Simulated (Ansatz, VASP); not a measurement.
Given: the input of a run of Ansatz 0.2.0 on CO2.

The input input.yaml:

```yaml
crystal:
  lattice:
    - [-1.974727, 1.974727, 3.014058]
    - [1.974727, -1.974727, 3.014058]
    - [1.974727, 1.974727, -3.014058]
  atoms:
    - { symbol: O, position: [0.880544, 0.974883, 0.587124] }
    - { symbol: O, position: [0.377035, 0.293692, 0.419777] }
    - { symbol: O, position: [0.045055, 0.622534, 0.912231] }
    - { symbol: O, position: [0.69713, 0.12298, 0.092251] }
    - { symbol: C, position: [0.013047, 0.005672, 0.004838] }
    - { symbol: C, position: [0.739424, 0.25409, 0.490681] }
hamiltonian:
  xc: pbesol
  pseudopotentials: { kind: paw }
kpoints:
  mp_grid: { grid: [9, 9, 9] }
scf:
  occupations: { method: fermi_dirac, width: 0.05 }
output:
  forces: true
  stress: true
  eigenvalues: true
```

Potentials or basis: Ansatz PAW.

Run with:

```sh
$ ansatz run input.yaml --threads 1 --pin off --max-ram 3584MiB --backend cpu --events-out ev --progress --plain --runs-dir out
```

Question: Translate it to VASP 6.6.1. Potentials there: VASP PAW PBE potentials, release 64 (O, C).

Answer: As run (the cutoff follows the program's own potentials):

File INCAR:

```
SYSTEM = CO2
PREC     = Accurate       ! precision mode
ENCUT    = 520            ! plane-wave cutoff, eV
EDIFF    = 1E-7           ! SCF threshold, eV
ISMEAR   = -1             ! smearing method
SIGMA    = 0.05           ! smearing width, eV
LREAL    = .False.        ! projectors in reciprocal space
LASPH    = .True.         ! aspherical terms in the spheres
NELM     = 100            ! most SCF steps
ALGO     = Normal         ! electronic algorithm
ISIF     = 2              ! what is computed and relaxed
LWAVE    = .False.        ! write WAVECAR
LCHARG   = .False.        ! write CHGCAR
GGA      = PS             ! functional
NBANDS   = 25             ! bands
KPAR     = 2
```

The input KPOINTS:

```
regular mesh
0
Gamma
  9 9 9
  0 0 0
```

Contents of POSCAR:

```
CO2
1.0
   -1.9747270000      1.9747270000      3.0140580000
    1.9747270000     -1.9747270000      3.0140580000
    1.9747270000      1.9747270000     -3.0140580000
O C
4 2
Direct
    0.8805440000      0.9748830000      0.5871240000
    0.3770350000      0.2936920000      0.4197770000
    0.0450550000      0.6225340000      0.9122310000
    0.6971300000      0.1229800000      0.0922510000
    0.0130470000      0.0056720000      0.0048380000
    0.7394240000      0.2540900000      0.4906810000
```

Potentials or basis: VASP PAW PBE potentials, release 64 (O, C).

Command:

```bash
$ cat potpaw_PBE.64/O/POTCAR potpaw_PBE.64/C/POTCAR > POTCAR
$ mpirun -np 2 vasp_std > vasp.out
```

Both were run:

|  | VASP | Ansatz | Ansatz less VASP |
| --- | --- | --- | --- |
| gap on the k mesh at the Fermi level (eV) | 7.16 | 7.21 | +0.044 |
| least direct gap on the mesh (eV) | 7.42 | 7.48 | +0.055 |
| pressure (GPa) | -2.5 | -4.2 | -1.63 |
| largest component of the traceless stress (GPa) | 2.78 | 2.55 | -0.229 |
| rms of the force components (eV/Å) | 1.213 | 1.184 | -0.0289 |

Atom by atom the forces differ by 0.061 eV/Å (rms over components).

Caveats: the PAW data sets were made with another functional, which shifts forces and pressure a little (VASP); an odd mesh through Γ misses points on the zone boundary, where band edges often lie (VASP); odd divisions of the mesh miss points on the zone boundary, where band edges often lie, so the gap on the mesh can be too wide (Ansatz); the pressure holds a Pulay correction of +1.2 GPa for the finite cutoff (Ansatz); the PAW data sets come from PBE, with cores solved anew for the run's functional, which leaves a small shift of forces and pressure (Ansatz).
